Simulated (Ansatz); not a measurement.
# As, one cell by several methods

```
As
1.0
    -1.68398    1.68398    1.68398
     1.68398   -1.68398    1.68398
     1.68398    1.68398   -1.68398
As
1
Direct
  0.00000 0.00000 0.00000
```

The structure comes from a relaxation in the same program, started in the bcc type, and has space group Im-3m. Whether it is a known phase or the ground state wasn't checked.

Levels of theory: DFT, PBE, PAW with Ansatz's default frozen-core files, scalar-relativistic (Ansatz 0.2.0); DFT, PBE, all-electron PAW with datasets made for the crystal, scalar-relativistic (Ansatz 0.2.0); DFT, PBE, all-electron LAPW, scalar-relativistic (Ansatz 0.2.0).

For PAW: a Γ-centred 16×16×16 k mesh, Fermi–Dirac smearing of 0.05 eV, cutoff 420 eV, no spin polarisation. The crystal-made all-electron datasets (AE datasets) take a cutoff of 180 eV at this cell. LAPW targets a basis error of 0.25 meV/atom. The Ansatz runs share mesh, smearing and spin set-up. Plane-wave (PAW) pressures include the program's estimate of the Pulay term.

Stress and pressure are positive in compression.

Levels count from the Fermi level.

| quantity | PAW | AE datasets | LAPW |
| --- | --- | --- | --- |
| pressure (GPa) | 0.00 | 0.01 | 0.01 |
| highest filled level at N (eV) | -6.374 | -6.373 | -6.373 |
| lowest empty level at N (eV) | 2.018 | 2.018 | 2.018 |
| highest filled level at P (eV) | -3.110 | -3.111 | -3.111 |
| lowest empty level at P (eV) | 17.849 | 17.845 | 17.845 |
| highest filled level at Γ (eV) | -14.945 | -14.943 | -14.943 |
| lowest empty level at Γ (eV) | 5.959 | 5.959 | 5.959 |

PAW's pressure differs from the LAPW value by about 0.01 GPa or less.
